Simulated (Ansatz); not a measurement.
**SiO$_{2}$ under strain**

Computed with DFT r2SCAN, scalar-relativistic, plane waves, PAW in Ansatz 0.2.0. Settings: 500 eV cutoff, 6×6×4 k-mesh, Gaussian smearing of 0.02 eV, no spin polarisation.

Starting point, cell and atoms relaxed:

```
CELL_PARAMETERS angstrom
5.05968 0.00000 0.00000
-2.52984 4.38181 0.00000
0.00000 0.00000 5.54109
ATOMIC_POSITIONS crystal
Si 0.00000 0.50000 0.33333
Si 0.50000 0.50000 0.66667
Si 0.50000 0.00000 0.00000
O 0.58350 0.79175 0.83333
O 0.79175 0.58350 0.50000
O 0.79175 0.20825 0.16667
O 0.41650 0.20825 0.83333
O 0.20825 0.41650 0.50000
O 0.20825 0.79175 0.16667
```

Deformation: biaxial strain in the a-b plane, with the length and tilt of c and the atoms relaxed, all within the symmetry that the strain leaves. Energies are extrapolated to zero smearing. Gaps are generalised Kohn–Sham gaps over the whole zone.

```tsv
strain (%)	ΔE (meV/atom)	a (Å)	b (Å)	c (Å)	gap (eV)
-2.0	5.2	4.958	4.958	5.670	6.28
-1.0	1.3	5.009	5.009	5.606	6.29
+0.0	0.0	5.060	5.060	5.541	6.29
+1.0	1.3	5.110	5.110	5.473	6.27
+2.0	5.2	5.161	5.161	5.405	6.23
```

What stiffness (1/V) d²E/dε² at zero strain does a cubic fit over all points give?

A cubic fit gives (1/V) d²E/dε² = 305 GPa at zero strain (twice the biaxial modulus).

How does the free axis c answer a small strain?

Between the innermost points its strain is -1.19 times the applied one.

How fast does the gap move with strain on either side?

-2 meV per percent on the compressed side and -20 meV per percent on the stretched side; it is indirect at -1.0 %, indirect at zero and indirect at +1.0 %.

This form isn't the usual stable structure of the compound.